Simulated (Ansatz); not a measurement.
# Energy landscape near a Na structure

The calculation used DFT PBEsol, scalar-relativistic, plane waves, PAW in Ansatz 0.2.0.

Settings: cutoff 420 eV, Γ-centred mesh 6×6×6 on the computed 1-atom cell, Gaussian smearing of 0.10 eV; no spin polarisation.

Reference cell:

```yaml
crystal:
  lattice:
    - [7.02334, 0.00000, 0.00000]
    - [0.00000, 7.02334, 0.00000]
    - [0.00000, 0.00000, 7.02334]
  atoms:
    - { symbol: Na, position: [0.00000, 0.00000, 0.00000] }
```

Each variant moves atoms of this cell by the vectors given, if any (Å), and then applies a symmetric strain (tensor components, Cartesian axes). The reference cell isn't relaxed at this level. Energies are per atom at zero smearing, counted from the lowest variant. Pressure is positive in compression.

1. strain (xx yy zz yz xz xy, %) 0.61 3.07 1.89 0.00 4.00 0.00
2. strain (xx yy zz yz xz xy, %) 3.33 2.80 1.57 0.00 0.89 0.00
3. strain (xx yy zz yz xz xy, %) -3.73 -3.73 -3.73 0.00 0.00 0.00
4. strain (xx yy zz yz xz xy, %) -2.21 -2.60 -1.50 0.73 -0.20 -3.00

```csv
result,ΔE (meV/atom),P (GPa)
A,0.0,-0.19
B,56.0,-0.12
C,62.0,-0.11
D,18.1,-0.17
```

(1) Which variant gave which result?

Results:

(1) A is 3, B is 1, C is 2, D is 4.

This simple cubic form isn't the element's structure at ambient conditions.